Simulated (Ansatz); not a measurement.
Crystal: Bi.

```
CELL_PARAMETERS angstrom
2.26750 1.30914 3.93800
-2.26750 1.30914 3.93800
0.00000 -2.61828 3.93800
ATOMIC_POSITIONS crystal
Bi 0.76600 0.76600 0.76600
Bi 0.23400 0.23400 0.23400
```

- Program: Ansatz 0.2.0
- Task: single point
- Functional: PBE
- Potentials or basis: Ansatz PAW
- Cutoff: 420 eV (not typed: the program's choice for these potentials)
- k mesh: 7 × 7 × 7
- Occupations: fermi-dirac, width 0.05 eV
- Spin: no spin polarisation

On this cell: pressure 2.1 GPa; largest force 0.200 eV/Å; band gap on the k mesh 0.26 eV, indirect (least direct gap 0.53 eV).

The same run follows on a disturbed copy (atoms moved at random, drawn with an rms of 0.05 Å):

```xyz
2
Lattice="2.2675 1.3091 3.9380 -2.2675 1.3091 3.9380 0.0000 -2.6183 3.9380" Properties=species:S:1:pos:R:3 pbc="T T T"
Bi   -0.0313    0.0662    9.1076
Bi   -0.0144    0.0082    2.7686
```

Task: What changes?

Result: The energy moves by +11.7 meV/atom; pressure 2.8 GPa; largest force 0.518 eV/Å; band gap on the k mesh 0.24 eV, indirect (least direct gap 0.53 eV).

Forces in eV/Å, atoms in the order of the input:
```
Bi   0.047 -0.195 -0.478
Bi  -0.047  0.195  0.478
```

Stress tensor (GPa, compression positive):
```
 2.26  0.13 -0.23
 0.13  3.33  0.90
-0.23  0.90  2.68
```

Caveats: odd divisions of the mesh miss points on the zone boundary, where band edges often lie, so the gap on the mesh can be too wide; spin-orbit coupling is left out, which as a rule narrows the gap of such compounds by several tenths of an eV.

A k mesh can miss the band edges.
